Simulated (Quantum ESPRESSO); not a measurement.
**Li in Quantum ESPRESSO: the effect of functional**

Crystal: Li.

```
Li
1.0
    -1.75465    1.75465    1.75465
     1.75465   -1.75465    1.75465
     1.75465    1.75465   -1.75465
Li
1
Cartesian
  0.0000 0.0000 0.0000
```

Alike in all runs:

```yaml
Program: Quantum ESPRESSO 7.5
Task: phonons
Cutoff: 612 eV
Density_cutoff: 4898 eV
k_mesh: 11 × 11 × 11
Occupations: cold, width 0.2 eV
Spin: no spin polarisation
```

Each run relaxes the cell or the atoms first.

| functional | potentials or basis | relaxed volume (Å³/atom) | highest phonon frequency (cm⁻¹) |
| --- | --- | --- | --- |
| LDA | GBRV 1.5 LDA | 18.97 | 352 |
| PBEsol | GBRV 1.5 PBEsol | 20.22 | 339 |
| revPBE | GBRV 1.5 PBE | ? | ? |
| PW91 | GBRV 1.5 PBE | 20.37 | 352 |
| AM05 | GBRV 1.5 PBE | 20.64 | 344 |
| vdW-DF-cx | GBRV 1.5 PBE | 21.15 | 342 |

Task: What does the run with functional revPBE give?

Result: Relaxed volume 21.12 Å³/atom; highest phonon frequency 331 cm⁻¹.

Caveats: the q point doesn't lie on the k mesh, which can shift a metal's frequencies strongly unless the mesh is converged; the potentials were made for another functional, which shifts forces and pressure (some runs); some modes are imaginary (some runs).

Runs at the PBE level aren't shown here.
